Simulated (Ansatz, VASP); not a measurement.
Two plane-wave programs on ZnO

```
CELL_PARAMETERS angstrom
3.18718 0.00000 0.00000
-1.59359 2.76018 0.00000
0.00000 0.00000 5.15319
ATOMIC_POSITIONS crystal
Zn 0.33333 0.66667 0.00185
Zn 0.66667 0.33333 0.50185
O 0.33333 0.66667 0.38025
O 0.66667 0.33333 0.88025
```

Alike in both runs: task single point; functional LDA; k mesh 12 × 12 × 6; occupations gaussian, width 0.05 eV; no spin polarisation.

|  | VASP | Ansatz |
| --- | --- | --- |
| version | VASP 6.6.1 | Ansatz 0.2.0 |
| potentials or method | VASP PAW LDA potentials, release 64 (Zn, O) | scalar-relativistic, plane waves, PAW |
| plane-wave cutoff (eV) | 520 | 520 |
| valence electrons in the cell | 36 | 36 |

VASP gave:

| Item | Value |
| --- | --- |
| gap on the k mesh at the Fermi level (eV) | 0.81 |
| least direct gap on the mesh (eV) | 0.81 |
| pressure (GPa) | 1.1 |

**Question.** Which values does Ansatz return?

**Answer.** gap on the k mesh at the Fermi level (eV): 0.80; least direct gap on the mesh (eV): 0.80; pressure (GPa): 0.0.

Ansatz warned: «pseudo_functional_mismatch».
